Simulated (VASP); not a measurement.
# PbSe (Fm-3m) in VASP: a series of runs

The runs below take PbSe through relaxation of cell and atoms, with PBEsol, LDA.

Program: VASP 6.6.1. These are calculated values, not measurements. Logs are shortened: lines on timing, memory, paths and dates and some standing lists are left out, and cuts for length are marked.

**1. Starting point**

It takes space group Fm-3m (No. 225, cubic). Conventional cell: a = 6.121 Å, b = 6.121 Å, c = 6.121 Å, α = 90.00°, β = 90.00°, γ = 90.00°. Around Pb (site symmetry m-3m) lie 6 Se at 3.06 Å. Around Se (site symmetry m-3m) lie 6 Pb at 3.06 Å.

**2. Relaxation of cell and atoms, PBEsol**

INCAR

```
PREC = Accurate
ENCUT = 600
EDIFF = 1E-6
ISMEAR = 0
SIGMA = 0.03
LREAL = False
LASPH = True
NELM = 80
ALGO = Normal
ISIF = 3
LWAVE = False
LCHARG = False
GGA = PS
IBRION = 2
NSW = 90
EDIFFG = -0.01
```

KPOINTS

```
regular mesh
0
Gamma
  8 8 8
```

POSCAR

```
PbSe
1.0
    0.0000000000      3.0606500000      3.0606500000
    3.0606500000      0.0000000000      3.0606500000
    3.0606500000      3.0606500000      0.0000000000
Pb Se
1 1
Direct
    0.0000000000      0.0000000000      0.0000000000
    0.5000000000      0.5000000000      0.5000000000
```

Potentials or basis: VASP PAW PBE potentials, release 64 (Pb_d, Se).

Launch:

```sh
> cat potpaw_PBE.64/Pb_d/POTCAR potpaw_PBE.64/Se/POTCAR > POTCAR
> mpirun -np 1 vasp_std > vasp.out
```

OUTCAR:

```text
PREC = Accurate
   ENCUT = 600
   EDIFF = 1E-6
   ISMEAR = 0
   LREAL = False
   LASPH = True
   NELM = 80
   ISIF = 3
   GGA = PS
   IBRION = 2
   NSW = 90
   EDIFFG = -0.01

 ion  position               nearest neighbor table
   1  0.000  0.000  0.000-   2 3.06   2 3.06   2 3.06   2 3.06   2 3.06   2 3.06
   2  0.500  0.500  0.500-   1 3.06   1 3.06   1 3.06   1 3.06   1 3.06   1 3.06

  LATTYP: Found a face centered cubic cell.
 ALAT       =     6.1213000000

  Lattice vectors:

 A1 = (   0.0000000000,   3.0606500000,   3.0606500000)
 A2 = (   3.0606500000,   0.0000000000,   3.0606500000)
 A3 = (   3.0606500000,   3.0606500000,   0.0000000000)

Analysis of symmetry for initial positions (statically):
=====================================================================
 Subroutine PRICEL returns:
 Original cell was already a primitive cell.

 Routine SETGRP: Setting up the symmetry group for a
 face centered cubic supercell.

 Subroutine GETGRP returns: Found 48 space group operations
 (whereof 48 operations were pure point group operations)
 out of a pool of 48 trial point group operations.

The static configuration has the point symmetry O_h .

Analysis of symmetry for dynamics (positions and initial velocities):
=====================================================================
 Subroutine PRICEL returns:
 Original cell was already a primitive cell.

 Routine SETGRP: Setting up the symmetry group for a
 face centered cubic supercell.

 Subroutine GETGRP returns: Found 48 space group operations
 (whereof 48 operations were pure point group operations)
 out of a pool of 48 trial point group operations.

The dynamic configuration has the point symmetry O_h .

 Subroutine INISYM returns: Found 48 space group operations
 (whereof 48 operations are pure point group operations),
 and found     1 'primitive' translations

----------------------------------------------------------------------------------------

                                     Primitive cell

  volume of cell :      57.3418

  direct lattice vectors                    reciprocal lattice vectors
     0.000000000  3.060650000  3.060650000    -0.163363991  0.163363991  0.163363991
     3.060650000  0.000000000  3.060650000     0.163363991 -0.163363991  0.163363991
     3.060650000  3.060650000  0.000000000     0.163363991  0.163363991 -0.163363991

  length of vectors
     4.328412740  4.328412740  4.328412740     0.282954733  0.282954733  0.282954733

  position of ions in fractional coordinates (direct lattice)
     0.000000000  0.000000000  0.000000000
[... 103 lines left out ...]
   GGA     = PS    functional components
   LHFCALC =     F    Hartree Fock is set to
   AEXX    =    0.0000 exact exchange contribution
   IVDW    =     0    specifies the selected vdW correction
   LEPSILON=     F    determine dielectric tensor
   LRPA    =     F    only Hartree local field effects (RPA)
 conjugate gradient relaxation of ions
 non-spin polarized calculation
 Gauss-broadening in eV      SIGMA  =   0.03
  energy-cutoff  :      600.00
  volume of cell :       57.34
 maximum number of plane-waves:      1930
   NGX = 17   NGY = 17   NGZ = 17

--------------------------------------- Ionic step        1  -------------------------------------------

 number of electron      20.0000001 magnetization

 Free energy of the ion-electron system (eV)
  ---------------------------------------------------
  ext. energy  EPLUGINS =         0.00000000
  ---------------------------------------------------
  free energy    TOTEN  =        -8.91710574 eV

  energy without entropy =       -8.91710573  energy(sigma->0) =       -8.91710574

------------------------ aborting loop because EDIFF is reached ----------------------------------------

  FORCE on cell =-STRESS in cart. coord.  units (eV):
  Direction    XX          YY          ZZ          XY          YZ          ZX
  --------------------------------------------------------------------------------------
  -------------------------------------------------------------------------------------
  Total       -0.1651595     -0.1651595     -0.1651595      0.0000000      0.0000000      0.0000000
  in kB       -4.6146965     -4.6146965     -4.6146965      0.0000000      0.0000000      0.0000000
  external PRESSURE =      -4.6146965 kB  Pullay stress =       0.0000000 kB
[... 59 lines left out ...]
--------------------------------------- Ionic step        3  -------------------------------------------

 number of electron      20.0000000 magnetization

 Free energy of the ion-electron system (eV)
  ---------------------------------------------------
  ext. energy  EPLUGINS =         0.00000000
  ---------------------------------------------------
  free energy    TOTEN  =        -8.91780037 eV

  energy without entropy =       -8.91780031  energy(sigma->0) =       -8.91780034

 E-fermi :   5.1098     XC(G=0):  -9.7583

 val. band max:        5.0228850937   @ k =   0.5000   0.0000   0.0000
 cond. band min:       5.1967866375   @ k =   0.5000   0.0000   0.0000
 fundamental gap:      0.1739015438
 Fermi energy:         5.1098361157

 k-point     1 :       0.0000    0.0000    0.0000
  band No.  band energies     occupation
      1     -11.7440      2.00000
      2     -11.7440      2.00000
      3     -11.7440      2.00000
      4     -11.7428      2.00000
      5     -11.7428      2.00000
      6      -8.6632      2.00000
      7      -1.3020      2.00000
      8       3.1070      2.00000
      9       3.1070      2.00000
     10       3.1070      2.00000
     11       9.7118      0.00000
     12       9.7118      0.00000
     13       9.7118      0.00000
     14      11.4461      0.00000
[... 377 lines left out ...]
      1     -11.8042      2.00000
      2     -11.7556      2.00000
      3     -11.7329      2.00000
      4     -11.7222      2.00000
      5     -11.7062      2.00000
      6      -7.3629      2.00000
      7      -3.5316      2.00000
      8       1.6914      2.00000
      9       2.0801      2.00000
     10       4.1833      2.00000
     11       6.3315      0.00000
     12       8.4111      0.00000
     13       9.1059      0.00000
     14      12.5377      0.00000

 [... further k-points ...]

------------------------ aborting loop because EDIFF is reached ----------------------------------------

  FORCE on cell =-STRESS in cart. coord.  units (eV):
  Direction    XX          YY          ZZ          XY          YZ          ZX
  --------------------------------------------------------------------------------------
  -------------------------------------------------------------------------------------
  Total        0.0003177      0.0003177      0.0003177      0.0000000      0.0000000     -0.0000000
  in kB        0.0089537      0.0089537      0.0089537      0.0000000      0.0000000     -0.0000000
  external PRESSURE =       0.0089537 kB  Pullay stress =       0.0000000 kB
[... 17 lines left out ...]
  FREE ENERGIE OF THE ION-ELECTRON SYSTEM (eV)
  ---------------------------------------------------
  free  energy   TOTEN  =        -8.9178003722 eV

  energy  without entropy=       -8.9178003128  energy(sigma->0) =       -8.91780034

 reached required accuracy - stopping structural energy minimisation
```

OSZICAR:

```text
N       E                     dE             d eps       ncg     rms          rms(c)
DAV:   1     0.164978256127E+03    0.16498E+03   -0.10591E+04   812   0.163E+03
DAV:   2     0.455630862608E+01   -0.16042E+03   -0.15721E+03   854   0.371E+02
DAV:   3    -0.886865114781E+01   -0.13425E+02   -0.13369E+02  1076   0.110E+02
[... 19 lines left out ...]
DAV:   1    -0.892003268863E+01   -0.23441E-02   -0.71023E-02  1004   0.496E+00    0.252E-01
DAV:   2    -0.891811978417E+01    0.19129E-02   -0.39355E-03   992   0.119E+00    0.927E-02
DAV:   3    -0.891780114610E+01    0.31864E-03   -0.14449E-03  1010   0.669E-01    0.164E-02
DAV:   4    -0.891780129739E+01   -0.15129E-06   -0.33861E-05   836   0.668E-02    0.598E-03
DAV:   5    -0.891780037219E+01    0.92519E-06   -0.49048E-06   820   0.346E-02
   3 F= -.89178004E+01 E0= -.89178003E+01  d E =-.694635E-03
```

Run time: 22 s. Hardware: 1 thread of Intel Xeon 6975P-C (Granite Rapids), shared host; peak memory 0.21 GiB.

What came out:

| Quantity | Value |
| --- | --- |
| Free energy | -8.9178 eV |
| Relaxed volume | 28.43 Å³/atom |
| Relaxed cell | a = 4.316 Å, b = 4.316 Å, c = 4.316 Å, α = 60.00°, β = 60.00°, γ = 60.00° |
| Space group after relaxing (to 0.05 Å) | Fm-3m (No. 225) |
| Energy gained by relaxing | 0.3 meV/atom |
| Ionic steps | 3 |
| Pressure after relaxing | 0.0 GPa |
| Band gap on the k mesh | 0.17 eV, direct |

Step by step:
```
step  energy change (eV)  largest force (eV/Å)  pressure (GPa)  volume (Å³)
   1              0.0000                0.0000           -0.46        57.34
   2             -0.0006                0.0000            0.19        56.66
   3             -0.0007                0.0000            0.00        56.86
```

Final structure:
```yaml
crystal:
  lattice:
    - [0.00000, 3.05199, 3.05199]
    - [3.05199, 0.00000, 3.05199]
    - [3.05199, 3.05199, 0.00000]
  atoms:
    - { symbol: Pb, position: [0.00000, 0.00000, 0.00000] }
    - { symbol: Se, position: [0.50000, 0.50000, 0.50000] }
```

Caveat: the PAW data sets were made with another functional, which shifts forces and pressure a little; spin-orbit coupling is left out, which as a rule narrows the gap of such compounds by several tenths of an eV. A k mesh can miss the band edges.

**3. Relaxation of cell and atoms, PBEsol**

This run uses another cell than the first one, of 28.43 Å³/atom, 0.992 times its volume.

INCAR, as its differences from that of step 2:

```diff
@@ -2,3 +2,3 @@
 ENCUT = 600
-EDIFF = 1E-6
+EDIFF = 1E-7
 ISMEAR = 0
@@ -15,2 +15,2 @@
 NSW = 90
-EDIFFG = -0.01
+EDIFFG = -0.005
```

KPOINTS is that of step 2.

POSCAR

```
PbSe                                    
1.0
    0.0000000000      3.0519897379      3.0519897379
    3.0519897379      0.0000000000      3.0519897379
    3.0519897379      3.0519897379      0.0000000000
  Pb              Se            
     1     1
Direct
     0.0000000000000000    0.0000000000000000    0.0000000000000000
     0.5000000000000000    0.5000000000000000    0.5000000000000000
```

Potentials or basis: VASP PAW PBE potentials, release 64 (Pb_d, Se).

Launch:

```sh
> cat potpaw_PBE.64/Pb_d/POTCAR potpaw_PBE.64/Se/POTCAR > POTCAR
> mpirun -np 1 vasp_std > vasp.out
```

Wall time 12 s (1 thread of Intel Xeon 6975P-C (Granite Rapids), shared host); peak memory 0.21 GiB.

It converged, with:

| Quantity | Value |
| --- | --- |
| Free energy | -8.9178 eV |
| Pressure after relaxing | 0.0 GPa |
| Band gap on the k mesh | 0.17 eV, direct |

Final structure:
```yaml
crystal:
  lattice:
    - [0.00000, 3.05199, 3.05199]
    - [3.05199, 0.00000, 3.05199]
    - [3.05199, 3.05199, 0.00000]
  atoms:
    - { symbol: Pb, position: [0.00000, 0.00000, 0.00000] }
    - { symbol: Se, position: [0.50000, 0.50000, 0.50000] }
```

Levels at points of the mesh, in eV from the valence-band top:
```
           k point  band 8  band 9  band 10  band 11  band 12  band 13
(0.00, 0.00, 0.00)   -1.92   -1.92    -1.92     4.69     4.69     4.69
(0.50, 0.00, 0.00)   -1.50   -1.50     0.00     0.17     1.63     1.63
(0.50, 0.50, 0.00)   -5.10   -3.31    -3.31     3.54     5.61     5.61
```

Caveat: the relaxation stopped at its first step, so nothing moved; the PAW data sets were made with another functional, which shifts forces and pressure a little; spin-orbit coupling is left out, which as a rule narrows the gap of such compounds by several tenths of an eV. A k mesh can miss the band edges.

**4. Relaxation of cell and atoms, LDA**

INCAR

```
PREC = Accurate
ENCUT = 600
EDIFF = 1E-6
ISMEAR = 0
SIGMA = 0.03
LREAL = F
LASPH = T
NELM = 80
ALGO = Normal
ISIF = 3
LWAVE = F
LCHARG = F
IBRION = 2
NSW = 90
EDIFFG = -0.01
```

KPOINTS is that of step 3.

POSCAR

```
PbSe
1.0
    0.0000000000      3.0606500000      3.0606500000
    3.0606500000      0.0000000000      3.0606500000
    3.0606500000      3.0606500000      0.0000000000
Pb Se
1 1
Direct
    0.0000000000      0.0000000000      0.0000000000
    0.5000000000      0.5000000000      0.5000000000
```

Potentials or basis: VASP PAW LDA potentials, release 64 (Pb_d, Se).

Launch:

```sh
> cat potpaw_LDA.64/Pb_d/POTCAR potpaw_LDA.64/Se/POTCAR > POTCAR
> mpirun -np 1 vasp_std > vasp.out
```

It took 41 s on 1 thread of Intel Xeon Platinum 8488C (Sapphire Rapids), shared host; peak memory 0.19 GiB.

Results (log left out):

```yaml
Free_energy: -9.4585 eV
Relaxed_volume: 27.62 Å³/atom
Relaxed_cell: a = 4.275 Å, b = 4.275 Å, c = 4.275 Å, α = 60.00°, β = 60.00°, γ = 60.00°
Space_group_after_relaxing_to_0.05_Å: Fm-3m (No. 225)
Energy_gained_by_relaxing: 6.6 meV/atom
Ionic_steps: 3
Pressure_after_relaxing: 0.0 GPa
Band_gap_on_the_k_mesh: 0.03 eV, direct
```

The path:
```csv
step,energy change (eV),largest force (eV/Å),pressure (GPa),volume (Å³)
1,0.0000,0.0000,-1.98,57.34
2,-0.0112,0.0000,0.82,54.45
3,-0.0132,0.0000,0.00,55.25
```

Final structure:
```xyz
2
Lattice="0.0000 3.0229 3.0229 3.0229 0.0000 3.0229 3.0229 3.0229 0.0000" Properties=species:S:1:pos:R:3 pbc="T T T"
Pb    0.0000    0.0000    0.0000
Se    3.0229    3.0229    3.0229
```

Levels at points of the mesh, in eV from the valence-band top:
```tsv
k point	band 8	band 9	band 10	band 11	band 12	band 13
(0.00, 0.00, 0.00)	-2.08	-2.08	-2.08	4.65	4.65	4.65
(0.50, 0.00, 0.00)	-1.62	-1.62	0.00	0.03	1.49	1.49
(0.50, 0.50, 0.00)	-5.37	-3.52	-3.52	3.42	5.62	5.62
```

Caveat: spin-orbit coupling is left out, which as a rule narrows the gap of such compounds by several tenths of an eV. LDA usually gives volumes a few per cent too small.
